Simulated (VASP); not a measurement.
# C (Fd-3m) in VASP: band structure with PBE0

Aim: the band structure of C with PBE0.

Everything below comes from runs of VASP 6.6.1. Logs are shortened: lines on timing, memory, paths and dates and some standing lists are left out, and cuts for length are marked.

## Step 1: The crystal as given

Symmetry: Fd-3m, No. 227, cubic system. Conventional cell: a = 3.573 Å, b = 3.573 Å, c = 3.573 Å, α = 90.00°, β = 90.00°, γ = 90.00°. Around C (site symmetry -43m) lie 4 C at 1.55 Å.

This isn't the form of C at room conditions, which is graphite.

## Step 2: Band structure, PBE0

The input, POSCAR:

```
C                                       
1.0
    0.0000000000      1.7867095160      1.7867095160
    1.7867095160      0.0000000000      1.7867095160
    1.7867095160      1.7867095160      0.0000000000
  C             
     2
Direct
     0.0000000000000000    0.0000000000000000    0.0000000000000000
     0.2500000000000000    0.2500000000000000    0.2500000000000000
```

The input, INCAR.step1:

```
  PREC = Accurate
  ENCUT = 520
  EDIFF = 1E-5
  ISMEAR = 0
  SIGMA = 0.02
  LREAL = F
  LASPH = T
  NELM = 80
  ALGO = Normal
  ISIF = 2
  LWAVE = T
  LCHARG = F
  KPAR = 4
  GGA = PE
```

The input, INCAR.step2:

```
  PREC = Accurate
  ENCUT = 520
  EDIFF = 1E-7
  ISMEAR = 0
  SIGMA = 0.02
  LREAL = F
  LASPH = T
  NELM = 80
  ALGO = Normal
  ISIF = 2
  LWAVE = F
  LCHARG = F
  GGA = PE
  LHFCALC = T
  AEXX = 0.25
  PRECFOCK = Fast
  HFRCUT = -1
  KPAR = 4
  ISTART = 1
```

The input, KPOINTS:

```
regular mesh
0
Gamma
  8 8 8
```

The input, KPOINTS_OPT:

```
path GXWKGLUWLK,UX
12
line-mode
reciprocal
 0.0000000000  0.0000000000  0.0000000000  G
 0.5000000000  0.0000000000  0.5000000000  X

 0.5000000000  0.0000000000  0.5000000000  X
 0.5000000000  0.2500000000  0.7500000000  W

 0.5000000000  0.2500000000  0.7500000000  W
 0.3750000000  0.3750000000  0.7500000000  K

 0.3750000000  0.3750000000  0.7500000000  K
 0.0000000000  0.0000000000  0.0000000000  G

 0.0000000000  0.0000000000  0.0000000000  G
 0.5000000000  0.5000000000  0.5000000000  L

 0.5000000000  0.5000000000  0.5000000000  L
 0.6250000000  0.2500000000  0.6250000000  U

 0.6250000000  0.2500000000  0.6250000000  U
 0.5000000000  0.2500000000  0.7500000000  W

 0.5000000000  0.2500000000  0.7500000000  W
 0.5000000000  0.5000000000  0.5000000000  L

 0.5000000000  0.5000000000  0.5000000000  L
 0.3750000000  0.3750000000  0.7500000000  K

 0.6250000000  0.2500000000  0.6250000000  U
 0.5000000000  0.0000000000  0.5000000000  X
```

Potentials or basis: VASP PAW PBE potentials, release 64 (C).

Run with:

```sh
> cat potpaw_PBE.64/C/POTCAR > POTCAR
> cp INCAR.step1 INCAR
> mpirun -np 4 vasp_std > vasp.out
> cp INCAR.step2 INCAR
> mpirun -np 4 vasp_std > vasp.out
```

OUTCAR:

```text
PREC = Accurate
   ENCUT = 520
   EDIFF = 1E-7
   ISMEAR = 0
   LREAL = F
   LASPH = T
   NELM = 80
   ISIF = 2
   GGA = PE
   LHFCALC = T
   AEXX = 0.25
   PRECFOCK = Fast
   ISTART = 1

 ion  position               nearest neighbor table
   1  0.000  0.000  0.000-   2 1.55   2 1.55   2 1.55   2 1.55
   2  0.250  0.250  0.250-   1 1.55   1 1.55   1 1.55   1 1.55

  LATTYP: Found a face centered cubic cell.
 ALAT       =     3.5734190320

  Lattice vectors:

 A1 = (   0.0000000000,   1.7867095160,   1.7867095160)
 A2 = (   1.7867095160,   0.0000000000,   1.7867095160)
 A3 = (   1.7867095160,   1.7867095160,   0.0000000000)

Analysis of symmetry for initial positions (statically):
=====================================================================
 Subroutine PRICEL returns:
 Original cell was already a primitive cell.

 Routine SETGRP: Setting up the symmetry group for a
 face centered cubic supercell.

 Subroutine GETGRP returns: Found 48 space group operations
 (whereof 24 operations were pure point group operations)
 out of a pool of 48 trial point group operations.

The static configuration has the point symmetry T_d .
 The point group associated with its full space group is O_h .

Analysis of symmetry for dynamics (positions and initial velocities):
=====================================================================
 Subroutine PRICEL returns:
 Original cell was already a primitive cell.

 Routine SETGRP: Setting up the symmetry group for a
 face centered cubic supercell.

 Subroutine GETGRP returns: Found 48 space group operations
 (whereof 24 operations were pure point group operations)
 out of a pool of 48 trial point group operations.

The dynamic configuration has the point symmetry T_d .
 The point group associated with its full space group is O_h .

 Subroutine INISYM returns: Found 48 space group operations
 (whereof 24 operations are pure point group operations),
 and found     1 'primitive' translations

----------------------------------------------------------------------------------------

                                     Primitive cell

  volume of cell :      11.4075

  direct lattice vectors                    reciprocal lattice vectors
     0.000000000  1.786709516  1.786709516    -0.279844035  0.279844035  0.279844035
     1.786709516  0.000000000  1.786709516     0.279844035 -0.279844035  0.279844035
     1.786709516  1.786709516  0.000000000     0.279844035  0.279844035 -0.279844035

  length of vectors
     2.526788830  2.526788830  2.526788830     0.484704086  0.484704086  0.484704086

  position of ions in fractional coordinates (direct lattice)
     0.000000000  0.000000000  0.000000000
     0.250000000  0.250000000  0.250000000

  ion indices of the primitive-cell ions
   primitive index   ion index
                 1           1
                 2           2

----------------------------------------------------------------------------------------

 KPOINTS: regular mesh

Automatic generation of k-mesh.
 Grid dimensions read from file:
 generate k-points for:    8    8    8

 Generating k-lattice:

  Cartesian coordinates                     Fractional coordinates (reciprocal lattice)
    -0.034980504  0.034980504  0.034980504     0.125000000  0.000000000  0.000000000
     0.034980504 -0.034980504  0.034980504     0.000000000  0.125000000  0.000000000
     0.034980504  0.034980504 -0.034980504     0.000000000  0.000000000  0.125000000

  Length of vectors
     0.060588011  0.060588011  0.060588011

  Shift w.r.t. Gamma in fractional coordinates (k-lattice)
     0.000000000  0.000000000  0.000000000

 Subroutine IBZKPT returns following result:
 ===========================================

 Found     29 irreducible k-points:

 Following reciprocal coordinates:
            Coordinates               Weight
  0.000000  0.000000  0.000000      1.000000
  0.125000  0.000000  0.000000      8.000000
  0.250000  0.000000  0.000000      8.000000
  0.375000  0.000000  0.000000      8.000000
  0.500000  0.000000  0.000000      4.000000
  0.125000  0.125000  0.000000      6.000000
[... 16 lines left out ...]
  0.500000  0.250000  0.125000     48.000000
 -0.375000  0.250000  0.125000     24.000000
 [... further k-points ...]
   k-points           NKPTS =     29   k-points in BZ     NKDIM =    512   number of bands    NBANDS=      8
   number of dos      NEDOS =    301   number of ions     NIONS =      2
   total plane-waves  NPLWV =   8000
   dimension x,y,z NGX =    20 NGY =   20 NGZ =   20
   dimension x,y,z NGXF=    40 NGYF=   40 NGZF=   40
   ions per type =               2
   NGX,Y,Z   is equivalent  to a cutoff of  13.16, 13.16, 13.16 a.u.
   NGXF,Y,Z  is equivalent  to a cutoff of  26.32, 26.32, 26.32 a.u.
 SYSTEM =  unknown system
   PREC   = accura    normal or accurate (medium, high low for compatibility)
   ISTART =      1    job   : 0-new  1-cont  2-samecut
   ICHARG =      0    charge: 1-file 2-atom 10-const
   ISPIN  =      1    spin polarized calculation?
   LNONCOLLINEAR =      F non collinear calculations
   LSORBIT =      F    spin-orbit coupling
   LASPH  =      T    aspherical Exc in radial PAW
   ENCUT  =  520.0 eV  38.22 Ry    6.18 a.u.   4.70  4.70  4.70*2*pi/ulx,y,z
   NELM   =     80;   NELMIN=  2; NELMDL=  0     # of ELM steps
   EDIFF  = 0.1E-06   stopping-criterion for ELM
   LREAL  =      F    real-space projection
   EDIFFG = 0.1E-05   stopping-criterion for IOM
   NSW    =      0    number of steps for IOM
   IBRION =     -1    ionic relax: 0-MD 1-quasi-New 2-CG
   NFREE  =      0    steps in history (QN), initial steepest desc. (CG)
   ISIF   =      2    stress and relaxation
   ISYM   =      3    0-nonsym 1-usesym 2-fastsym
   POTIM  = 0.5000    time-step for ionic-motion
   TEBEG  =    0.0;   TEEND  =   0.0 temperature during run
   PSTRESS=    0.0 pullay stress
   NELECT =       8.0000    total number of electrons
   NUPDOWN=      -1.0000    fix difference up-down
   EMIN   =  10.00;   EMAX   =-10.00  energy-range for DOS
   EFERMI =   0.00;   METHOD = LEGACY
   ISMEAR =     0;   SIGMA  =   0.02  broadening in eV -4-tet -1-fermi 0-gaus
   EFERMI_NEDOS =   21; number of points for ismear=-14 and -15
   IALGO  =     38    algorithm
   IMIX   =      1    mixing-type and parameters
     AMIX     =   0.40;   BMIX     =  1.00
     AMIX_MAG =   1.60;   BMIX_MAG =  1.00
  volume/ion in A,a.u.               =       5.70        38.49
  Fermi-wavevector in a.u.,A,eV,Ry     =   1.454479  2.748567 28.783261  2.115510
  Thomas-Fermi vector in A             =   2.571625
   LORBIT       =      0    0 simple, 1 ext, 2 COOP (PROOUT), +10 PAW based schemes
   GGA     = PE    functional components
   LHFCALC =     T    Hartree Fock is set to
   PRECFOCK=fast      Normal, Fast or Accurate (Low or Medium for compatibility)
   ENCUT4O =  -1.0   cutoff for four orbital integrals eV
   NKREDX  =     1    reduce k-point grid by
   NKREDY  =     1    reduce k-point grid by
   NKREDZ  =     1    reduce k-point grid by
   AEXX    =    0.2500 exact exchange contribution
   HFSCREEN=    0.0000 screening length (either q_TF or 0.3 A-1)
   HFSCREENC=   0.0000 screening length for correlation (either q_TF or 0.3 A-1)
   ENCUTFOCK=  -1.0 apply spherical cutoff to Coloumb kernel
   IVDW    =     0    specifies the selected vdW correction
   LEPSILON=     F    determine dielectric tensor
   LRPA    =     F    only Hartree local field effects (RPA)
 non-spin polarized calculation
 Gauss-broadening in eV      SIGMA  =   0.02
  energy-cutoff  :      520.00
  volume of cell :       11.41
 maximum number of plane-waves:       331
  NGX = 12; NGY = 12; NGZ = 12

 number of electron       7.9999999 magnetization

 Free energy of the ion-electron system (eV)
  ---------------------------------------------------
  ext. energy  EPLUGINS =         0.00000000
  ---------------------------------------------------
  free energy    TOTEN  =       -22.11824030 eV

  energy without entropy =      -22.11824030  energy(sigma->0) =      -22.11824030

 E-fermi :   8.8092     XC(G=0): -10.3858

 val. band max:        8.6654463855   @ k =   0.0000   0.0000   0.0000
 cond. band min:      14.6797081245   @ k =   0.3750   0.3750   0.0000
 fundamental gap:      6.0142617390
 Fermi energy:         8.8091977967

 k-point     1 :       0.0000    0.0000    0.0000
  band No.  band energies     occupation
      1     -14.8486      2.00000
      2       8.6654      2.00000
      3       8.6654      2.00000
      4       8.6654      2.00000
      5      16.3434      0.00000
      6      16.3434      0.00000
      7      16.3434      0.00000
      8      24.5650      0.00000

 k-point     2 :       0.1250    0.0000    0.0000
  band No.  band energies     occupation
      1     -14.3851      2.00000
      2       6.0446      2.00000
      3       7.9662      2.00000
      4       7.9662      2.00000
      5      17.2711      0.00000
      6      17.2711      0.00000
      7      17.6712      0.00000
      8      24.9770      0.00000

 k-point     3 :       0.2500    0.0000    0.0000
  band No.  band energies     occupation
      1     -13.0000      2.00000
      2       1.4273      2.00000
      3       6.7623      2.00000
      4       6.7623      2.00000
      5      18.7310      0.00000
      6      18.7310      0.00000
      7      18.9858      0.00000
      8      26.0019      0.00000
[... 210 lines left out ...]
 k-point    23 :       0.5000    0.2500    0.1250
  band No.  band energies     occupation
      1      -9.6013      2.00000
      2      -2.1649      2.00000
      3       1.7878      2.00000
      4       4.2081      2.00000
      5      18.8356      0.00000
      6      20.6010      0.00000
      7      23.6312      0.00000
      8      24.6179      0.00000

 k-point    24 :      -0.3750    0.2500    0.1250
  band No.  band energies     occupation
      1      -7.5633      2.00000
      2      -4.8663      2.00000
      3       1.7289      2.00000
      4       3.5577      2.00000
      5      19.1324      0.00000
      6      20.4256      0.00000
      7      24.4242      0.00000
      8      26.3291      0.00000

 [... further k-points ...]

------------------------ aborting loop because EDIFF is reached ----------------------------------------

  FORCE on cell =-STRESS in cart. coord.  units (eV):
  Direction    XX          YY          ZZ          XY          YZ          ZX
  --------------------------------------------------------------------------------------
  -------------------------------------------------------------------------------------
  Total       -0.7052794     -0.7052794     -0.7052794      0.0000000     -0.0000000     -0.0000000
  in kB      -99.0558037    -99.0558037    -99.0558037      0.0000000     -0.0000000     -0.0000000
  external PRESSURE =     -99.0558037 kB  Pullay stress =       0.0000000 kB

 VOLUME and BASIS-vectors are now :
 -----------------------------------------------------------------------------
  energy-cutoff  :      520.00
  volume of cell :       11.41
      direct lattice vectors                 reciprocal lattice vectors
     0.000000000  1.786709516  1.786709516    -0.279844035  0.279844035  0.279844035
     1.786709516  0.000000000  1.786709516     0.279844035 -0.279844035  0.279844035
     1.786709516  1.786709516  0.000000000     0.279844035  0.279844035 -0.279844035

 POSITION                                       TOTAL-FORCE (eV/Angst)
 -----------------------------------------------------------------------------------
      0.00000      0.00000      0.00000        -0.000000     -0.000000     -0.000000
      0.89335      0.89335      0.89335         0.000000      0.000000      0.000000
 -----------------------------------------------------------------------------------
    total drift:                               -0.000000      0.000000     -0.000000

  FREE ENERGIE OF THE ION-ELECTRON SYSTEM (eV)
  ---------------------------------------------------
  free  energy   TOTEN  =       -22.1182402973 eV

  energy  without entropy=      -22.1182402973  energy(sigma->0) =      -22.11824030
```

Wall time 2.6 min (4 MPI ranks of Intel Xeon Platinum 8488C (Sapphire Rapids), shared host); peak memory 0.15 GiB.

What came out:

| Quantity | Value |
| --- | --- |
| Free energy | -22.1182 eV |
| Pressure | -9.9 GPa |
| Band gap on the k mesh | 6.01 eV, indirect (least direct gap 7.68 eV) |
| Band gap along the path | 6.01 eV, indirect (least direct gap 7.68 eV) |

Levels at the corners of the path, in eV from the valence-band top:
```tsv
point	band 2	band 3	band 4	band 5	band 6	band 7
Γ	0.00	0.00	0.00	7.68	7.68	7.68
X	-14.09	-6.87	-6.87	6.65	6.65	19.90
X	-14.09	-6.87	-6.87	6.65	6.65	19.90
W	-13.26	-9.04	-9.04	12.90	12.90	14.95
W	-13.26	-9.04	-9.04	12.90	12.90	14.95
K	-12.96	-10.11	-5.86	7.63	13.10	17.24
K	-12.96	-10.11	-5.86	7.63	13.10	17.24
Γ	0.00	0.00	0.00	7.68	7.68	7.68
Γ	0.00	0.00	0.00	7.68	7.68	7.68
L	-14.61	-3.08	-3.08	10.75	10.75	11.02
L	-14.61	-3.08	-3.08	10.75	10.75	11.02
U	-12.96	-10.11	-5.86	7.63	13.10	17.24
U	-12.96	-10.11	-5.86	7.63	13.10	17.24
W	-13.26	-9.04	-9.04	12.90	12.90	14.95
W	-13.26	-9.04	-9.04	12.90	12.90	14.95
L	-14.61	-3.08	-3.08	10.75	10.75	11.02
L	-14.61	-3.08	-3.08	10.75	10.75	11.02
K	-12.96	-10.11	-5.86	7.63	13.10	17.24
U	-12.96	-10.11	-5.86	7.63	13.10	17.24
X	-14.09	-6.87	-6.87	6.65	6.65	19.90
```

Caveat: the PAW data sets were made with another functional, which shifts forces and pressure a little.
